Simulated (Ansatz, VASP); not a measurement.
# Two plane-wave programs on CaF2 (sol)

```xyz
3
Lattice="0.0000 2.7104 2.7104 2.7104 0.0000 2.7104 2.7104 2.7104 0.0000" Properties=species:S:1:pos:R:3 pbc="T T T"
Ca    0.0000    0.0000    0.0000
F     1.3552    1.3552    1.3552
F     4.0656    4.0656    4.0656
```

Alike in both runs: functional PBEsol; k mesh 8 × 8 × 8; occupations gaussian, width 0.02 eV; no spin polarisation.

Ansatz relaxed the structure, and its values are those at the end. VASP's run is a single point on that final structure, the one shown.

|  | VASP | Ansatz |
| --- | --- | --- |
| version | VASP 6.6.1 | Ansatz 0.2.0 |
| potentials or method | VASP PAW PBE potentials, release 64 (Ca_sv, F) | scalar-relativistic, plane waves, PAW |
| plane-wave cutoff (eV) | 520 | 420 |
| valence electrons in the cell | 24 | 24 |

```csv
,VASP,Ansatz,Ansatz less VASP
gap on the k mesh at the Fermi level (eV),7.22,7.25,+0.024
least direct gap on the mesh (eV),7.49,7.51,+0.022
pressure (GPa),0.3,0.0,-0.35
```

Caveats: the PAW data sets were made with another functional, which shifts forces and pressure a little (VASP). A k mesh can miss the band edges. Expect the measured gap to be larger: semilocal functionals such as PBEsol lack the derivative discontinuity.
